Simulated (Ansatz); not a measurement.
# Au: the cost of one run

Program: Ansatz 0.2.0. Level of theory: DFT PBE, scalar-relativistic, plane waves, PAW. These are calculated values, not measurements.

1 further run of the same task is left out (it didn't finish).

### 1 The starting structure

Symmetry: Cmcm, No. 63, orthorhombic system. The conventional cell has a = 2.823 Å, b = 5.112 Å, c = 4.893 Å, α = 90.00°, β = 90.00°, γ = 90.00°. Around Au (site symmetry m2m) lie 12 Au at 2.82 to 2.97 Å.

Structure file:

```xyz
2
Lattice="1.4113 -2.5559 0.0000 1.4113 2.5559 0.0000 0.0000 0.0000 4.8932" Properties=species:S:1:pos:R:3 pbc="T T T"
Au    1.4113   -0.8451    1.2233
Au    1.4113    0.8451    3.6699
```

The structure comes from the Materials Project (structure only).

### 2 One atom moved

What differs from the listed cell: atom 1 (Au) moved by 0.09 Å.

Contents of input.yaml:

```yaml
crystal:
  lattice:
    - [1.411309965, -2.555933025, 0.0]
    - [1.411309965, 2.555933025, 0.0]
    - [0.0, 0.0, 4.89316961]
  atoms:
    - { symbol: Au, position: [0.6339410286, 0.31534722, 0.259202624] }
    - { symbol: Au, position: [0.33467203, 0.66532797, 0.75] }
basis:
  ecutwfc: 420
kpoints:
  mp_grid: { grid: [14, 14, 8] }
hamiltonian:
  xc: pbe
scf:
  occupations: { method: gaussian, width: 0.1 }
output:
  forces: true
  stress: true
  eigenvalues: true
  populations: true
```

Command:

```console
$ ansatz run input.yaml --threads 1 --pin off --max-ram 1331MiB --backend cpu --events-out ev --progress --plain --runs-dir out
```

Q: Estimate wall time and peak memory on 1 thread of an x86-64 CPU, shared host.

About 26 s, with a peak of 0.72 GiB.
